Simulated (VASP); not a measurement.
# TiTe2 in VASP: notebook

Aim: see how the results for TiTe2 move with the level of theory and the settings. Levels: PBE, PBEsol. Tasks: single point, relaxation of cell and atoms.

All numbers are computed with VASP 6.6.1; they aren't measurements. Logs are shortened: lines on timing, memory, paths and dates and some standing lists are left out, and cuts for length are marked.

### 1 Starting point

The cell holds a slab with vacuum, 3 atoms: a = 3.777 Å, b = 3.777 Å, c = 15.415 Å, α = 90.00°, β = 90.00°, γ = 120.00°.

### 2 Single point, PBE

The input, INCAR:

```
PREC     = Accurate       # precision mode
ENCUT    = 460            # plane-wave cutoff, eV
EDIFF    = 1E-7           # SCF threshold, eV
ISMEAR   = 0              # smearing method
SIGMA    = 0.05           # smearing width, eV
LREAL    = False          # projectors in reciprocal space
LASPH    = True           # aspherical terms in the spheres
NELM     = 120            # most SCF steps
ALGO     = Normal         # electronic algorithm
ISIF     = 2              # what is computed and relaxed
LWAVE    = False          # write WAVECAR
LCHARG   = False          # write CHGCAR
LDIPOL   = True         
IDIPOL   = 3            
DIPOL    = 0.5 0.5 0.500
GGA      = PE             # functional
NBANDS   = 23             # bands
LVHAR    = True         
LVACPOTAV= True
```

The input, KPOINTS:

```
regular mesh
0
Gamma
  9 9 1
```

The input, POSCAR:

```
TiTe2
1.0
    3.7770000000      0.0000000000      0.0000000000
   -1.8885000000      3.2709779500      0.0000000000
    0.0000000000      0.0000000000     15.4153488000
Te Ti
2 1
Direct
    0.3333333333      0.6666666667      0.3892224612
    0.6666666667      0.3333333333      0.6107775388
    0.0000000000      0.0000000000      0.5000000000
```

Potentials or basis: VASP PAW PBE potentials, release 64 (Te, Ti_sv).

Command:

```bash
$ cat potpaw_PBE.64/Te/POTCAR potpaw_PBE.64/Ti_sv/POTCAR > POTCAR
$ mpirun -np 1 vasp_std > vasp.out
```

OUTCAR:

```text
PREC = Accurate
   ENCUT = 460
   EDIFF = 1E-7
   ISMEAR = 0
   LREAL = False
   LASPH = True
   NELM = 120
   ISIF = 2
   GGA = PE

 Found     12 irreducible k-points:

 Following reciprocal coordinates:
            Coordinates               Weight
  0.000000  0.000000  0.000000      1.000000
  0.111111 -0.000000  0.000000      6.000000
  0.222222  0.000000  0.000000      6.000000
  0.333333 -0.000000  0.000000      6.000000
  0.444444  0.000000  0.000000      6.000000
  0.111111  0.111111  0.000000      6.000000
   k-points           NKPTS =     12   k-points in BZ     NKDIM =     12   number of bands    NBANDS=     23
   number of dos      NEDOS =    301   number of ions     NIONS =      3
   total plane-waves  NPLWV =  84672
   dimension x,y,z NGX =    28 NGY =   28 NGZ =  108
   dimension x,y,z NGXF=    56 NGYF=   56 NGZF=  216
   ions per type =               2   1
   NGX,Y,Z   is equivalent  to a cutoff of  12.32, 12.32, 11.65 a.u.
   NGXF,Y,Z  is equivalent  to a cutoff of  24.65, 24.65, 23.29 a.u.
 SYSTEM =  unknown system
   PREC   = accura    normal or accurate (medium, high low for compatibility)
   ISTART =      0    job   : 0-new  1-cont  2-samecut
   ICHARG =      2    charge: 1-file 2-atom 10-const
   ISPIN  =      1    spin polarized calculation?
   LNONCOLLINEAR =      F non collinear calculations
   LSORBIT =      F    spin-orbit coupling
   LASPH  =      T    aspherical Exc in radial PAW
   ENCUT  =  460.0 eV  33.81 Ry    5.81 a.u.   6.61  6.61 26.96*2*pi/ulx,y,z
   NELM   =    120;   NELMIN=  2; NELMDL= -5     # of ELM steps
   EDIFF  = 0.1E-06   stopping-criterion for ELM
   LREAL  =      F    real-space projection
[... 7 lines left out ...]
   TEBEG  =    0.0;   TEEND  =   0.0 temperature during run
   PSTRESS=    0.0 pullay stress
   NELECT =      24.0000    total number of electrons
   NUPDOWN=      -1.0000    fix difference up-down
   EMIN   =  10.00;   EMAX   =-10.00  energy-range for DOS
   EFERMI =   0.00;   METHOD = LEGACY
   ISMEAR =     0;   SIGMA  =   0.05  broadening in eV -4-tet -1-fermi 0-gaus
   EFERMI_NEDOS =   21; number of points for ismear=-14 and -15
   IALGO  =     38    algorithm
   IMIX   =      4    mixing-type and parameters
     AMIX     =   0.40;   BMIX     =  1.00
     AMIX_MAG =   1.60;   BMIX_MAG =  1.00
  volume/ion in A,a.u.               =      63.48       428.40
  Fermi-wavevector in a.u.,A,eV,Ry     =   0.820766  1.551022  9.165653  0.673657
  Thomas-Fermi vector in A             =   1.931806
   LORBIT       =      0    0 simple, 1 ext, 2 COOP (PROOUT), +10 PAW based schemes
   GGA     = PE    functional components
   LHFCALC =     F    Hartree Fock is set to
   AEXX    =    0.0000 exact exchange contribution
   IVDW    =     0    specifies the selected vdW correction
   LEPSILON=     F    determine dielectric tensor
   LRPA    =     F    only Hartree local field effects (RPA)
 non-spin polarized calculation
 Gauss-broadening in eV      SIGMA  =   0.05
  energy-cutoff  :      460.00
  volume of cell :      190.45
 maximum number of plane-waves:      4325
 NGX is ok and might be reduce to    28
   NGX = 13   NGY = 13   NGZ = 53

 number of electron      23.9999997 magnetization

 dipolmoment           0.000000      0.000000      0.000000 electrons x Angstroem

 Free energy of the ion-electron system (eV)
  ---------------------------------------------------
  ext. energy  EPLUGINS =         0.00000000
  ---------------------------------------------------
  free energy    TOTEN  =       -16.17805526 eV

  energy without entropy =      -16.17491245  energy(sigma->0) =      -16.17648386

 E-fermi :   0.0064     XC(G=0):  -4.8885

 val. band max:       -0.0590956088   @ k =   0.4444   0.0000   0.0000
 cond. band min:       0.0358978307   @ k =   0.1111  -0.0000   0.0000
 fundamental gap:      0.0949934395
 Fermi energy:         0.0063888702

 k-point     1 :       0.0000    0.0000    0.0000
  band No.  band energies     occupation
      1     -57.5068      2.00000
      2     -33.7579      2.00000
      3     -33.7579      2.00000
      4     -33.7214      2.00000
      5     -11.9802      2.00000
      6     -11.0941      2.00000
[... 15 lines left out ...]
     22       7.5640      0.00000
     23       7.8582      0.00000

 k-point     2 :       0.1111   -0.0000    0.0000
  band No.  band energies     occupation
      1     -57.5064      2.00000
      2     -33.7627      2.00000
      3     -33.7590      2.00000
      4     -33.7203      2.00000
      5     -11.8474      2.00000
      6     -11.0111      2.00000
[... 15 lines left out ...]
     22       7.4948      0.00000
     23       8.0286      0.00000

 k-point     3 :       0.2222    0.0000    0.0000
  band No.  band energies     occupation
      1     -57.5055      2.00000
      2     -33.7749      2.00000
      3     -33.7618      2.00000
      4     -33.7174      2.00000
      5     -11.4742      2.00000
      6     -10.7865      2.00000
[... 15 lines left out ...]
     22       7.2200      0.00000
     23       7.4694      0.00000

 k-point     4 :       0.3333   -0.0000    0.0000
  band No.  band energies     occupation
      1     -57.5045      2.00000
      2     -33.7888      2.00000
      3     -33.7650      2.00000
      4     -33.7142      2.00000
      5     -10.9531      2.00000
      6     -10.5046      2.00000
[... 15 lines left out ...]
     22       7.1426      0.00000
     23       7.4460      0.00000

 k-point     5 :       0.4444    0.0000    0.0000
  band No.  band energies     occupation
      1     -57.5038      2.00000
      2     -33.7978      2.00000
      3     -33.7671      2.00000
      4     -33.7121      2.00000
      5     -10.4895      2.00000
      6     -10.3341      2.00000
[... 15 lines left out ...]
     22       7.0234      0.00000
     23       7.9063      0.00000

 k-point     6 :       0.1111    0.1111    0.0000
  band No.  band energies     occupation
      1     -57.5058      2.00000
      2     -33.7708      2.00000
      3     -33.7614      2.00000
      4     -33.7183      2.00000
      5     -11.5939      2.00000
      6     -10.8568      2.00000
[... 15 lines left out ...]
     22       7.2385      0.00000
     23       7.7622      0.00000

 [... further k-points ...]
[... 5 lines left out ...]
  --------------------------------------------------------------------------------------
  -------------------------------------------------------------------------------------
  Total        0.0077542      0.0077542      0.8096622      0.0000000      0.0000000      0.0000000
  in kB        0.0652330      0.0652330      6.8114012      0.0000000      0.0000000      0.0000000
  external PRESSURE =       2.3139557 kB  Pullay stress =       0.0000000 kB

 VOLUME and BASIS-vectors are now :
 -----------------------------------------------------------------------------
  energy-cutoff  :      460.00
  volume of cell :      190.45
      direct lattice vectors                 reciprocal lattice vectors
     3.777000000  0.000000000  0.000000000     0.264760392  0.152859484  0.000000000
    -1.888500000  3.270977950  0.000000000     0.000000000  0.305718967  0.000000000
     0.000000000  0.000000000 15.415348800     0.000000000  0.000000000  0.064870410

 POSITION                                       TOTAL-FORCE (eV/Angst)
 -----------------------------------------------------------------------------------
     -0.00000      2.18065      6.00000         0.000000     -0.000000     -0.245576
      1.88850      1.09033      9.41535        -0.000000      0.000000      0.245576
      0.00000      0.00000      7.70767         0.000000      0.000000     -0.000000
 -----------------------------------------------------------------------------------
    total drift:                               -0.000000     -0.000000      0.000000

  FREE ENERGIE OF THE ION-ELECTRON SYSTEM (eV)
  ---------------------------------------------------
  free  energy   TOTEN  =       -16.1780552641 eV

  energy  without entropy=      -16.1749124511  energy(sigma->0) =      -16.17648386

 vacuum level on the upper side and lower side of the slab         4.907         4.907
```

Run time: 44 s. Hardware: 1 thread of Intel Xeon Platinum 8559C (Emerald Rapids), shared host; peak memory 0.29 GiB.

These settings aren't checked as converged: the numbers below hold their error.

What came out:

```yaml
Free_energy: -16.1781 eV
Largest_force: 0.246 eV/Å
Band_gap_on_the_k_mesh: none (metal or under the smearing width)
Work_function_of_the_upper_face: 4.90 eV
Work_function_of_the_lower_face: 4.90 eV
```

### 3 Single point, PBE

This run uses another cell than the first one, of 88.19 Å³/atom, 1.389 times its volume.

INCAR is that of step 2.

KPOINTS is that of step 2.

The input, POSCAR:

```
TiTe2
1.0
    3.7770000000      0.0000000000      0.0000000000
   -1.8885000000      3.2709779500      0.0000000000
    0.0000000000      0.0000000000     21.4153488000
Te Ti
2 1
Direct
    0.3333333333      0.6666666667      0.4202593235
    0.6666666667      0.3333333333      0.5797406765
    0.0000000000      0.0000000000      0.5000000000
```

Potentials or basis: VASP PAW PBE potentials, release 64 (Te, Ti_sv).

Command:

```bash
$ cat potpaw_PBE.64/Te/POTCAR potpaw_PBE.64/Ti_sv/POTCAR > POTCAR
$ mpirun -np 1 vasp_std > vasp.out
```

Wall time 69 s (1 thread of Intel Xeon Platinum 8559C (Emerald Rapids), shared host); peak memory 0.34 GiB.

The run converged, but some of its settings lie outside the range that counts as converged, so its numbers aren't taken as properties of the slab.

What came out:

```
Free energy                     : -16.1778 eV
Largest force                   : 0.246 eV/Å
Band gap on the k mesh          : none (metal or under the smearing width)
Work function of the upper face : 4.90 eV
Work function of the lower face : 4.90 eV
```

### 4 Relaxation of cell and atoms, PBEsol

This run uses another cell than the first one, of 26.76 Å³/atom, 0.422 times its volume.

The input, INCAR:

```
SYSTEM = TiTe2
PREC = Accurate
ENCUT = 600
EDIFF = 1E-6
ISMEAR = -1
SIGMA = 0.05
LREAL = .FALSE.
LASPH = .TRUE.
NELM = 80
ALGO = Fast
ISIF = 3
LWAVE = .FALSE.
LCHARG = .FALSE.
GGA = PS
IBRION = 2
NSW = 60
EDIFFG = -0.02
```

The input, KPOINTS:

```
Automatic mesh
0
G
  8 8 4
  0 0 0
```

The input, POSCAR:

```
TiTe2
1.0
    3.7770000000      0.0000000000      0.0000000000
   -1.8885000000      3.2709779501      0.0000000000
    0.0000000000      0.0000000000      6.4980000000
Te Ti
2 1
Direct
    0.3333333333      0.6666666667      0.7372000000
    0.6666666667      0.3333333333      0.2628000000
    0.0000000000      0.0000000000      0.0000000000
```

Command:

```bash
$ cat potpaw_PBE.64/Te/POTCAR potpaw_PBE.64/Ti_sv/POTCAR > POTCAR
$ mpirun -np 1 vasp_std > vasp.out
```

It took 6.1 min on 1 thread of Intel Xeon 6975P-C (Granite Rapids), shared host; peak memory 0.26 GiB.

Results (log left out):

| Quantity | Value |
| --- | --- |
| Free energy | -17.5500 eV |
| Relaxed volume | 25.38 Å³/atom |
| Relaxed cell | a = 3.704 Å, b = 3.704 Å, c = 6.407 Å, α = 90.00°, β = 90.00°, γ = 120.00° |
| Space group after relaxing (to 0.05 Å) | P-3m1 (No. 164) |
| Energy gained by relaxing | 8.9 meV/atom |
| Ionic steps | 8 |
| Pressure after relaxing | 0.0 GPa |
| Band gap on the k mesh | none (metal or under the smearing width) |

Forces in eV/Å, atoms in the order of the input:
```
Te   0.000  0.000 -0.003
Te   0.000  0.000  0.003
Ti   0.000  0.000  0.000
```

Stress tensor (GPa, compression positive):
```
 0.04  0.00  0.00
 0.00  0.04  0.00
 0.00  0.00 -0.04
```

Step by step:
| step | energy change (eV) | largest force (eV/Å) | pressure (GPa) | volume (Å³) |
| --- | --- | --- | --- | --- |
| 1 | 0.0000 | 0.1101 | -2.25 | 80.28 |
| 2 | -0.0099 | 0.4107 | 1.60 | 75.99 |
| 3 | -0.0191 | 0.1886 | -0.11 | 77.72 |
| 4 | -0.0191 | 0.1992 | 0.02 | 77.64 |
| 5 | -0.0229 | 0.1422 | 0.03 | 77.26 |
| 6 | -0.0250 | 0.0508 | -0.04 | 76.67 |
| 7 | -0.0257 | 0.0394 | 0.03 | 76.54 |
| 8 | -0.0268 | 0.0025 | 0.01 | 76.13 |

Final structure:
```yaml
crystal:
  lattice:
    - [3.70417, 0.00000, 0.00000]
    - [-1.85209, 3.20791, 0.00000]
    - [0.00000, 0.00000, 6.40672]
  atoms:
    - { symbol: Te, position: [0.33333, 0.66667, 0.73185] }
    - { symbol: Te, position: [0.66667, 0.33333, 0.26815] }
    - { symbol: Ti, position: [0.00000, 0.00000, 0.00000] }
```

Levels at points of the mesh, in eV from the Fermi level:
| k point | band 9 | band 10 | band 11 | band 12 | band 13 | band 14 | band 15 | band 16 |
| --- | --- | --- | --- | --- | --- | --- | --- | --- |
| (0.00, 0.00, 0.00) | -1.60 | 0.27 | 0.45 | 0.45 | 0.71 | 1.30 | 1.30 | 3.20 |
| (0.50, 0.00, 0.00) | -2.88 | -2.50 | -1.71 | -1.12 | -0.02 | 1.29 | 1.63 | 2.47 |
| (0.00, 0.00, 0.50) | -1.52 | -1.52 | 0.44 | 0.44 | 0.90 | 0.90 | 1.10 | 3.73 |
| (0.50, 0.00, 0.50) | -2.54 | -2.05 | -0.92 | -0.46 | -0.37 | 1.28 | 1.62 | 2.68 |

Caveat: the PAW data sets were made with another functional, which shifts forces and pressure a little; this functional lacks dispersion, which binds the layers, so the pressure and a relaxed spacing across them are unreliable. Spin-orbit coupling is left out, which matters for the levels of Te.
